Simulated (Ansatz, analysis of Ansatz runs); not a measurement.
# NV- centre in 3C-SiC: hyperfine coupling, LDA

Aim: the hyperfine coupling of the NV- centre in 3C-SiC, to be set beside the measurement. Set-up: LDA, 64-site cell, LDA lattice, 420 eV, k: the single point 1/4 1/4 1/4 then 2x2x2 shifted 0.5 0.5 0.5. The model is a cell of 64 host atoms with 1 site emptied and N put on another atom's site. The isotropic coupling follows from the spin density at the nucleus, the nuclear g-factor and the total spin. A local or semilocal functional is the cheapest first rung.

Measured beforehand: 14N, isotropic part (sign not measured) (size measured, sign taken from theory): -1.26 MHz, by EPR (quoted in “Characterization and formation of NV centers in 3C, 4H and 6H SiC: an ab initio study”, 2017, A. Csóré et al., quoting earlier work (2016)).

Calculated with Ansatz 0.2.0; plane-wave PAW DFT, LDA; relaxation of all atoms of a defect supercell.

### Step 1. Starting point

The cell holds 63 atoms: 31 Si, 31 C and 1 N. Cell: a = 8.658 Å, b = 8.658 Å, c = 8.658 Å, α = 90.0°, β = 90.0°, γ = 90.0°. It derives from SiC (space group F-43m). Nearest the centre at fractional (0.500, 0.500, 0.500): C23 at 1.87 Å, C60 at 1.87 Å, C38 at 1.87 Å, N16 at 1.87 Å, Si28 at 3.06 Å, Si27 at 3.06 Å, Si19 at 3.06 Å, Si12 at 3.06 Å. The cell carries charge −1.

The host's primitive cell comes from a first run (plane-wave PAW DFT, LDA; relaxation of the host's cell and atoms): vectors of 3.061, 3.061 and 3.061 Å. That is 10.14 Å³ an atom, 2.0 % under the diffraction cell's volume. The supercell is built on it.

### Step 2. Relaxation, charge −1

Every later number rests on the structure around the defect, so the atoms are relaxed at the host's lattice first.

File relax/input.yaml:

```yaml
relax:
  f_tol: 0.02
  max_steps: 80
  random_displacement: { amplitude: 0.02, seed: 241 }
crystal:
  lattice:
    - [8.65794568, 0.0, 0.0]
    - [0.0, 0.0, -8.65794568]
    - [0.0, 8.65794568, 0.0]
  atoms:
    - { symbol: Si, position: [0.0, 0.0, 0.0] }
    - { symbol: Si, position: [0.0, 0.25, 0.25] }
    - { symbol: Si, position: [0.25, 0.0, 0.25] }
    - { symbol: Si, position: [0.25, 0.25, 0.0] }
    - { symbol: C, position: [0.125, 0.125, 0.125] }
    - { symbol: C, position: [0.125, 0.375, 0.375] }
    - { symbol: C, position: [0.375, 0.125, 0.375] }
    - { symbol: C, position: [0.375, 0.375, 0.125] }
    - { symbol: Si, position: [0.0, 0.0, 0.5] }
    - { symbol: Si, position: [0.0, 0.25, 0.75] }
    - { symbol: Si, position: [0.25, 0.0, 0.75] }
    - { symbol: Si, position: [0.25, 0.25, 0.5] }
    - { symbol: C, position: [0.125, 0.125, 0.625] }
    - { symbol: C, position: [0.125, 0.375, 0.875] }
    - { symbol: C, position: [0.375, 0.125, 0.875] }
    - { symbol: "N", position: [0.375, 0.375, 0.625] }
    - { symbol: Si, position: [0.0, 0.5, 0.0] }
    - { symbol: Si, position: [0.0, 0.75, 0.25] }
    - { symbol: Si, position: [0.25, 0.5, 0.25] }
    - { symbol: Si, position: [0.25, 0.75, 0.0] }
    - { symbol: C, position: [0.125, 0.625, 0.125] }
    - { symbol: C, position: [0.125, 0.875, 0.375] }
    - { symbol: C, position: [0.375, 0.625, 0.375] }
    - { symbol: C, position: [0.375, 0.875, 0.125] }
    - { symbol: Si, position: [0.0, 0.5, 0.5] }
    - { symbol: Si, position: [0.0, 0.75, 0.75] }
    - { symbol: Si, position: [0.25, 0.5, 0.75] }
    - { symbol: Si, position: [0.25, 0.75, 0.5] }
    - { symbol: C, position: [0.125, 0.625, 0.625] }
    - { symbol: C, position: [0.125, 0.875, 0.875] }
    - { symbol: C, position: [0.375, 0.625, 0.875] }
    - { symbol: C, position: [0.375, 0.875, 0.625] }
    - { symbol: Si, position: [0.5, 0.0, 0.0] }
    - { symbol: Si, position: [0.5, 0.25, 0.25] }
    - { symbol: Si, position: [0.75, 0.0, 0.25] }
    - { symbol: Si, position: [0.75, 0.25, 0.0] }
    - { symbol: C, position: [0.625, 0.125, 0.125] }
    - { symbol: C, position: [0.625, 0.375, 0.375] }
    - { symbol: C, position: [0.875, 0.125, 0.375] }
    - { symbol: C, position: [0.875, 0.375, 0.125] }
    - { symbol: Si, position: [0.5, 0.0, 0.5] }
    - { symbol: Si, position: [0.5, 0.25, 0.75] }
    - { symbol: Si, position: [0.75, 0.0, 0.75] }
    - { symbol: Si, position: [0.75, 0.25, 0.5] }
    - { symbol: C, position: [0.625, 0.125, 0.625] }
    - { symbol: C, position: [0.625, 0.375, 0.875] }
    - { symbol: C, position: [0.875, 0.125, 0.875] }
    - { symbol: C, position: [0.875, 0.375, 0.625] }
    - { symbol: Si, position: [0.5, 0.5, 0.0] }
    - { symbol: Si, position: [0.5, 0.75, 0.25] }
    - { symbol: Si, position: [0.75, 0.5, 0.25] }
    - { symbol: Si, position: [0.75, 0.75, 0.0] }
    - { symbol: C, position: [0.625, 0.625, 0.125] }
    - { symbol: C, position: [0.625, 0.875, 0.375] }
    - { symbol: C, position: [0.875, 0.625, 0.375] }
    - { symbol: C, position: [0.875, 0.875, 0.125] }
    - { symbol: Si, position: [0.5, 0.75, 0.75] }
    - { symbol: Si, position: [0.75, 0.5, 0.75] }
    - { symbol: Si, position: [0.75, 0.75, 0.5] }
    - { symbol: C, position: [0.625, 0.625, 0.625] }
    - { symbol: C, position: [0.625, 0.875, 0.875] }
    - { symbol: C, position: [0.875, 0.625, 0.875] }
    - { symbol: C, position: [0.875, 0.875, 0.625] }
total_charge: -1
basis:
  ecutwfc: 420
  xc_grid: 2
hamiltonian:
  xc: lda
kpoints:
  mp_grid: { grid: [1, 1, 1], shift: [0.25, 0.25, 0.25] }
magnetization:
  spin_polarized: true
  initial_magnetization: 2
  spin_locking: { lock_magnetization: hard }
scf:
  occupations: { method: fermi_dirac, width: 0.01 }
  max_iter: 120
output:
  forces: true
checkpoint:
  write: "../relax.run"
  compress: false
  write_wavefunctions: true
  write_every: 100000
```

Started as:

```console
$ ansatz run input.yaml --threads 2 --pin off --max-ram 3768MiB --backend cpu --events-out ev --progress --plain --runs-dir out
```

Numbers of over 12 decimals in the logs are rounded to 6 here.

What it wrote:

```text
[... repeated set-up lines and file paths are left out, and long positions are rounded to six places ...]
Engine: ansatz 0.2.0, aarch64-unknown-linux-gnu
Pseudopotentials: kind: paw
Pseudopotential: Si, paw, valence charge 4, recommended cutoff 420 eV (normal), Si.paw.azcp
Pseudopotential: C, paw, valence charge 4, recommended cutoff 420 eV (normal), C.paw.azcp
Pseudopotential: N, paw, valence charge 5, recommended cutoff 420 eV (normal), N.paw.azcp
Functional definition: SPW92
  exchange = slater_x
  correlation = pw_c
Crystal: 63 atoms, lattice volume = 649.000 Å³
Basis set: ecut = 420 eV, 12797 PW (Γ), exchange–correlation on 120×120×120 points (8 copies of the dense FFT grid, shifted against one another)
Bands: 191, of which v1, the nominal top of the filled ones, is band 127 counted from 1 (126 counted from 0)
Symmetry: 1 space group operations
k-points: 1
Non-local potential: Si, projectors of the file, l = 0: 2, l = 1: 2, l = 2: 2
Non-local potential: C, projectors of the file, l = 0: 2, l = 1: 2, l = 2: 1
Non-local potential: N, projectors of the file, l = 0: 2, l = 1: 2, l = 2: 1
PAW form: soft (Blöchl's): semilocal exchange-correlation on the pseudo side does not see the compensation charge
PAW frozen core: Si, regenerated for the run's functional, and the local potential with it (the file was generated under x = pbe(κ = 0.804, μ = 0.219515), c = pbe(β = 0.066725))
PAW frozen core: C, regenerated for the run's functional, and the local potential with it (the file was generated under x = pbe(κ = 0.804, μ = 0.219515), c = pbe(β = 0.066725))
PAW frozen core: N, regenerated for the run's functional, and the local potential with it (the file was generated under x = pbe(κ = 0.804, μ = 0.219515), c = pbe(β = 0.066725))
PAW one-centre angular grid: Si, 110 points (default); XC on 64 Gauss nodes
PAW one-centre angular grid: C, 110 points (default); XC on 64 Gauss nodes
PAW one-centre angular grid: N, 110 points (default); XC on 64 Gauss nodes
Initial density: superposition of atomic densities (chi_scale 0.1, normalization cell, long waves kept (reshape's long-wave potential 0.29 eV rms))
Starting moments: Σ|m| = 2 μB on 63 of 63 sites
Initial wavefunctions: pseudopotential atomic-orbital guess
Functional: x = slater, c = lda
SCF iter   1: F=—  HF=-26833.556449 eV  |F-HF|=—  |Δ(HF+E_count)|=         —  Δρ=7.80e-2 (↑7.64e-2 ↓7.80e-2)  dr2=1.93e2  dr2_m=6.62e-1  M=2.000 μB ∫|m|=2.030 μB  β_m=0.30  ethr=3.10e-3  ⟨swp⟩=6.0  Hψ=1678  notcnv=0  defer=54
preconditioner: auto → Resta (q_TF=auto, 2.333 Å⁻¹)  ε∞=4.3  [insulator: Δε(μ)=0.249 eV  Ē_g=12.800 eV  σ=0.010 eV  W_gap=1.00  n_scr=146 (ndim 8)  ℏωp=23.2 eV  f_vac=0.000  D(μ)=0.00/eV (n_scr^D=0)  ε∞_Penn≈4.3]
spin=Collinear: Resta preconditioning applied to the charge; magnetization (m = ρ↑ − ρ↓) channel mixes plain (no charge-response kernel on spin).
SCF iter   2: F=—  HF=-26793.137845 eV  |F-HF|=—  |Δ(HF+E_count)|=    4.04e1  Δρ=4.32e-2 (↑4.19e-2 ↓4.32e-2)  dr2=5.40e1  dr2_m=3.48e-1  M=2.000 μB ∫|m|=2.042 μB  β_m=0.45  ethr=3.10e-3  ⟨swp⟩=3.0  Hψ=714  notcnv=0  defer=117
SCF iter   3: F=—  HF=-26777.969898 eV  |F-HF|=—  |Δ(HF+E_count)|=    1.52e1  Δρ=2.23e-2 (↑1.53e-2 ↓2.23e-2)  dr2=1.10e1  dr2_m=2.30e-1  M=2.000 μB ∫|m|=2.168 μB  β_m=0.42  ethr=3.10e-3  ⟨swp⟩=3.0  Hψ=544  notcnv=0  defer=117
SCF iter   4: F=—  HF=-26776.475186 eV  |F-HF|=—  |Δ(HF+E_count)|=    1.49e0  Δρ=8.77e-3 (↑8.45e-3 ↓8.77e-3)  dr2=1.17e0  dr2_m=2.14e-2  M=2.000 μB ∫|m|=2.076 μB  β_m=0.62  ethr=3.10e-3  ⟨swp⟩=2.0  Hψ=520  notcnv=0  defer=117
SCF iter   5: F=—  HF=-26776.196521 eV  |F-HF|=—  |Δ(HF+E_count)|=   2.79e-1  Δρ=2.99e-3 (↑1.93e-3 ↓2.99e-3)  dr2=2.04e-1  dr2_m=3.76e-3  M=2.000 μB ∫|m|=2.097 μB  β_m=0.54  ethr=4.59e-4  ⟨swp⟩=2.5  Hψ=500  notcnv=0  defer=117
SCF iter   6: F=—  HF=-26776.165365 eV  |F-HF|=—  |Δ(HF+E_count)|=   3.12e-2  Δρ=1.24e-3 (↑6.23e-4 ↓1.24e-3)  dr2=2.10e-2  dr2_m=1.50e-3  M=2.000 μB ∫|m|=2.103 μB  β_m=0.64  ethr=8.03e-5  ⟨swp⟩=2.0  Hψ=528  notcnv=0  defer=117
SCF iter   7: F=—  HF=-26776.163620 eV  |F-HF|=—  |Δ(HF+E_count)|=   1.75e-3  Δρ=4.99e-4 (↑2.73e-4 ↓4.99e-4)  dr2=2.44e-3  dr2_m=4.27e-4  M=2.000 μB ∫|m|=2.104 μB  β_m=0.76  ethr=8.28e-6  ⟨swp⟩=2.0  Hψ=495  notcnv=0  defer=117
SCF iter   8: F=—  HF=-26776.163234 eV  |F-HF|=—  |Δ(HF+E_count)|=   3.86e-4  Δρ=1.78e-4 (↑9.70e-5 ↓1.78e-4)  dr2=4.73e-4  dr2_m=5.37e-5  M=2.000 μB ∫|m|=2.105 μB  β_m=0.77  ethr=9.60e-7  ⟨swp⟩=2.5  Hψ=552  notcnv=0  defer=117
SCF iter   9: F=—  HF=-26776.163200 eV  |F-HF|=—  |Δ(HF+E_count)|=   3.41e-5  Δρ=6.67e-5 (↑2.64e-5 ↓6.67e-5)  dr2=6.62e-5  dr2_m=6.79e-6  M=2.000 μB ∫|m|=2.105 μB  β_m=0.75  ethr=1.86e-7  ⟨swp⟩=2.0  Hψ=489  notcnv=0  defer=117
SCF iter  10: F=—  HF=-26776.163192 eV  |F-HF|=—  |Δ(HF+E_count)|=   7.14e-6  Δρ=2.86e-5 (↑1.51e-5 ↓2.86e-5)  dr2=1.45e-5  dr2_m=1.50e-6  M=2.000 μB ∫|m|=2.105 μB  β_m=0.68  ethr=2.61e-8  ⟨swp⟩=2.0  Hψ=489  notcnv=0  defer=117
SCF iter  11: F=—  HF=-26776.163191 eV  |F-HF|=—  |Δ(HF+E_count)|=   1.75e-6  Δρ=1.20e-5 (↑5.37e-6 ↓1.20e-5)  dr2=1.61e-6  dr2_m=3.32e-7  M=2.000 μB ∫|m|=2.105 μB  β_m=0.75  ethr=3.94e-9  ⟨swp⟩=4.0  Hψ=896  notcnv=0
SCF iter  12: F=-26776.163191 eV  HF=-26776.163191 eV  |F-HF|=5.08e-8  |Δ(HF+E_count)|=   1.48e-7  Δρ=2.12e-6 (↑1.58e-6 ↓2.12e-6)  dr2=8.87e-8  dr2_m=3.06e-9  M=2.000 μB ∫|m|=2.105 μB  ethr=6.34e-10  ⟨swp⟩=3.5  Hψ=743  notcnv=0
SCF 1 converged in 12 iterations: F = -26776.163191 eV  dr2 = 8.87e-8
  greatest PAW one-centre occupation: 0.787 electrons in one spin orbital (limit 2), on the N atom at site 15 (counted from 0), in its partial waves of l = 0
relax step   1: F+E_penalty+E_count = -26776.16319054 eV  Δ(F+E_penalty+E_count) = +0.000e0 eV  max|allowed force component| = 1.805e0 eV/Å  Δτ_max = 0.0000 Å  (12 SCF iters, dr2 threshold 1.00e-5 eV, accepted)
[... the SCF cycles and remarks between the steps are left out from here to the last step ...]
relax step   2: F+E_penalty+E_count = -26777.22641942 eV  Δ(F+E_penalty+E_count) = -1.063e0 eV  max|allowed force component| = 1.072e0 eV/Å  Δτ_max = 0.1538 Å  (6 SCF iters, dr2 threshold 1.00e-4 eV, accepted)
relax step   3: F+E_penalty+E_count = -26777.59522755 eV  Δ(F+E_penalty+E_count) = -3.688e-1 eV  max|allowed force component| = 2.450e-1 eV/Å  Δτ_max = 0.0791 Å  (6 SCF iters, dr2 threshold 7.19e-5 eV, accepted)
relax step   4: F+E_penalty+E_count = -26777.59722413 eV  Δ(F+E_penalty+E_count) = -1.997e-3 eV  max|allowed force component| = 1.759e-1 eV/Å  Δτ_max = 0.0273 Å  (6 SCF iters, dr2 threshold 3.75e-6 eV, accepted)
relax step   5: F+E_penalty+E_count = -26777.60745798 eV  Δ(F+E_penalty+E_count) = -1.023e-2 eV  max|allowed force component| = 7.610e-3 eV/Å  Δτ_max = 0.0225 Å  (6 SCF iters, dr2 threshold 1.93e-6 eV, accepted)
iter 1 solved again at ethr=9.65e-11 eV; its pass at ethr=3.10e-3 eV (dr2=2.45e-7 eV) is discarded
SCF iter   1: F=—  HF=-26777.607458 eV  |F-HF|=—  |Δ(HF+E_count)|=         —  Δρ=2.80e-6 (↑2.64e-6 ↓2.80e-6)  dr2=2.45e-7  dr2_m=2.90e-9  M=2.000 μB ∫|m|=2.096 μB  β_m=0.30  ethr=9.65e-11  ⟨swp⟩=1.0  Hψ=1062  notcnv=0  defer=117
SCF iter   2: F=—  HF=-26777.607458 eV  |F-HF|=—  |Δ(HF+E_count)|=   2.25e-8  Δρ=1.93e-6 (↑1.80e-6 ↓1.93e-6)  dr2=1.20e-7  dr2_m=1.72e-9  M=2.000 μB ∫|m|=2.096 μB  β_m=0.58  ethr=9.65e-11  ⟨swp⟩=2.0  Hψ=517  notcnv=0  defer=117
SCF iter   3: F=-26777.607458 eV  HF=-26777.607458 eV  |F-HF|=1.05e-8  |Δ(HF+E_count)|=   1.46e-8  Δρ=7.28e-7 (↑6.31e-7 ↓7.28e-7)  dr2=2.11e-8  dr2_m=2.71e-10  M=2.000 μB ∫|m|=2.096 μB  ethr=3.94e-11  ⟨swp⟩=3.0  Hψ=867  notcnv=0
SCF 6 converged in 3 iterations: F = -26777.607458 eV  dr2 = 2.11e-8
relax step   6: F+E_penalty+E_count = -26777.60745806 eV  Δ(F+E_penalty+E_count) = -8.219e-8 eV  max|allowed force component| = 7.593e-3 eV/Å  Δτ_max = 0.0000 Å  (3 SCF iters, accepted)
NSCF: frozen V_eff on 1 k-points
the band table was solved once a step of the walk had ended and its energy, with any forces and stress, was formed, with the checks that follow a solve (1969 applications of the Hamiltonian). They found nothing against the state; [...]
SCF converged after 3 iterations
Magnetization: 2.0000 μB (128.0000 up, 126.0000 down)
Absolute magnetization: 2.0984 μB (∫|ρ↑−ρ↓|, with the PAW one-centre terms)
Spin contamination: 0.0068 ħ² per cell (⟨S²⟩ above its minimum at these occupations)
Per-site moments (μB) at R_I (Å): [(6.1039421299169e-5, 0.771130), (-0.000360745, 0.772522), (-0.000360802, 0.772526), [... 60 left out ...]
Free energy (F): -26777.607458 eV
Harris-Foulkes:  -26777.607458 eV  (|F-HF|=1.05e-8)
Internal energy: -26777.607458 eV  (E = F + TS)
E sigma→0 (E₀):  -26777.607458 eV
Fermi energy:    9.967738 (↑ 10.615846, ↓ 9.805166) eV
--- Per-component energies (eV) ---
  E_band       = 824.624968
  E_kinetic    = 4380.869820
  E_local      = -3676.147260  (includes V_loc(G=0)·N_el)
  E_nonlocal   = 1731.162351
  E_hartree    = 1113.007570
  E_xc         = -3322.655170
  E_vxc        = -3488.382882  (∫ρ·V_xc dr)
  E_paw        = -18039.294417  (= ΣΔE_a)
  E_vpaw       = -348.891987  (= ΣTr[D̂ρ^β])
  E_aug_tail   = 0.000580  (compensation charges beyond the density's cutoff)
  E_ewald      = -8969.193036
  E_core_change = 4.642104  (= ΣΔE_core)
  E_smearing   = -0.000000  (= −TS)
  E_closure    = 0.000000  (closes the sum)
  E_deformation_potential = -18.031322  (in the stress; not in F)
  Σ components = -26777.607458   (vs F -26777.607458, Δ=0.00e0)
--- Forces (eV/Å), atoms counted from 1 ---
  atom   1  Si    -0.00205312    -0.00009032     0.00039738
  atom   2  Si    -0.00014127    -0.00106472     0.00162953
  [... 4 atoms left out ...]
  atom   7  C      0.00131783     0.00202667     0.00124406
  [... 4 atoms left out ...]
  atom  12  Si    -0.00759233    -0.00285607     0.00724719
  [... 3 atoms left out ...]
  atom  16  N      0.00412007     0.00684717    -0.00215315
  [... 6 atoms left out ...]
  atom  23  C     -0.00246545    -0.00316493    -0.00225773
  [... 3 atoms left out ...]
  atom  27  Si    -0.00583502     0.00168744     0.00439560
  [... 1 atom left out ...]
  atom  29  C     -0.00161437    -0.00034006     0.00177245
  [... 8 atoms left out ...]
  atom  38  C      0.00223025    -0.00348791     0.00185309
  [... 3 atoms left out ...]
  atom  42  Si    -0.00408237     0.00068374     0.00589543
  [... 14 atoms left out ...]
  atom  57  Si    -0.00346293     0.00081149     0.00436850
  [... 2 atoms left out ...]
  atom  60  C      0.00424838     0.00269137    -0.00520144
  [... 3 atoms left out ...]
  max |Σ_I F_I| component: 3.26e-5 eV/Å
--- Band table (eV) ---
  k-point 0 ↑: bands = ["-6.6540", "-5.8320", "-5.2182", "-5.1200", [... 183 left out ...] "17.2643", "17.2742", "17.2870", "17.3081"]
  k-point 0 ↓: bands = ["-6.6415", "-5.8072", "-5.1904", "-5.0911", [... 183 left out ...] "17.2966", "17.3048", "17.3112", "17.3384"]
--- Relaxed structure (6 steps of the walk, 6 accepted, 0 SCFs on fresh bases) ---
  F+E_penalty+E_count = -26777.60745806 eV   max|allowed force component| = 7.593e-3 eV/Å
  atoms:
    - { symbol: Si, position: [-5.288285277932428e-5, -0.000225, -0.000161] }
    - { symbol: Si, position: [0.000372, 0.250508, 0.250943] }
    [... 4 atoms left out ...]
    - { symbol: C, position: [0.375385, 0.127487, 0.377550] }
    [... 4 atoms left out ...]
    - { symbol: Si, position: [0.251306, 0.251135, 0.504782] }
    [... 3 atoms left out ...]
    - { symbol: N, position: [0.358696, 0.358537, 0.640313] }
    [... 6 atoms left out ...]
    - { symbol: C, position: [0.368051, 0.635495, 0.365711] }
    [... 3 atoms left out ...]
    - { symbol: Si, position: [0.251916, 0.494760, 0.747933] }
    [... 1 atom left out ...]
    - { symbol: C, position: [0.127726, 0.622565, 0.625121] }
    [... 8 atoms left out ...]
    - { symbol: C, position: [0.635675, 0.367888, 0.365715] }
    [... 3 atoms left out ...]
    - { symbol: Si, position: [0.494918, 0.251749, 0.747941] }
    [... 14 atoms left out ...]
    - { symbol: Si, position: [0.500402, 0.747712, 0.746392] }
    [... 2 atoms left out ...]
    - { symbol: C, position: [0.634863, 0.634687, 0.631378] }
    [... 3 atoms left out ...]
```

Elapsed: 3.6 min, on 2 threads of Arm Neoverse N1, shared host; peak memory 1.5 GiB; 6.9 min of CPU time.

The steps of the relaxation:

```tsv
step	energy less that of the first step (eV)	largest force component (eV/Å)
1	0.0000	1.8047
2	-1.0632	1.0722
3	-1.4320	0.2450
4	-1.4340	0.1759
5	-1.4443	0.0076
6	-1.4443	0.0076
```

The atoms that moved most (Å, from the sites as typed, ahead of the random displacement):

```tsv
atom	dx	dy	dz	length
N16	-0.142	0.133	0.142	0.241
C38	0.091	-0.080	0.061	0.136
C23	-0.061	-0.080	-0.091	0.136
C60	0.084	0.056	-0.084	0.132
Si42	-0.045	-0.017	-0.016	0.051
Si27	0.016	-0.017	0.045	0.050
Si12	0.010	0.042	-0.010	0.045
Si57	0.003	-0.030	0.019	0.036
```

Neighbours of the ideal centre at the end:

```tsv
atom	distance (Å)
C60	2.004
C23	2.008
C38	2.010
N16	2.115
Si57	3.025
Si58	3.026
Si28	3.029
Si44	3.031
Si19	3.032
Si34	3.033
Si27	3.037
Si42	3.038
Si59	3.044
Si12	3.046
Si50	3.050
Si51	3.051
```

Numbers from this step:

```
free energy                           : -26777.6075 eV
total moment                          : 2 μB
integral of the absolute spin density : 2.098 μB
spin contamination                    : 0.006832
```

The relaxation ends 23 meV an atom lower than the displaced start, with a largest force component of 0.0076 eV/Å.

(Part 1 of 2 ends here.)

[Logs are printed without paths, hosts, clocks, repeated set-up lines and the standing remarks that a program may print on its own settings, such as how far it seeks lower states.]

[Hosts, paths, dates, database ids (printed as entryN), source tags and the programs' standing remarks are cut or masked in the printed files.]

[For some hosts the program warned that the k-mesh of the response run may be too coarse for force constants and the static dielectric constant; such warnings are not shown here.]
